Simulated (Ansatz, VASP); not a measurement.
# In, level by level in two programs

```xyz
1
Lattice="-1.6035 1.6035 2.4403 1.6035 -1.6035 2.4403 1.6035 1.6035 -2.4403" Properties=species:S:1:pos:R:3 pbc="T T T"
In    0.0000    0.0000    0.0000
```

Single points on this cell with VASP 6.6.1 and Ansatz 0.2.0. Each row is one pair of runs. Alike in all rows: spin: off; k mesh: 11 × 11 × 11; smearing: fermi-dirac, width 0.05 eV.

| level | VASP's potentials, cutoff | Ansatz's potentials, cutoff | gap on the k mesh at the Fermi level (eV), VASP | gap on the k mesh at the Fermi level (eV), Ansatz | pressure (GPa), VASP | pressure (GPa), Ansatz | largest component of the traceless stress (GPa), VASP | largest component of the traceless stress (GPa), Ansatz |
| --- | --- | --- | --- | --- | --- | --- | --- | --- |
| LDA | VASP PAW LDA potentials, release 64 (In_d), 520 eV | Ansatz PAW, 420 eV | none | none | -0.9 | -0.9 | 0.28 | 0.25 |
| PBE | VASP PAW PBE potentials, release 64 (In_d), 520 eV | Ansatz PAW, 420 eV | none | none | 4.1 | 4.1 | 0.52 | 0.52 |
| r2SCAN | VASP PAW PBE potentials, release 64 (In_d), 520 eV | Ansatz PAW, 500 eV | none | none | 2.2 | 2.2 | 0.38 | 0.39 |

Pressure (GPa): the two programs differ by at most 0.04; largest component of the traceless stress (GPa): the two programs differ by at most 0.028.

A gap of «none» marks a metal or a gap that the smearing closes.

Caveats: the PAW data sets were made with another functional, which shifts forces and pressure a little (VASP); the PAW data sets come from PBE, with cores solved anew for the run's functional, which leaves a small shift of forces and pressure (Ansatz).
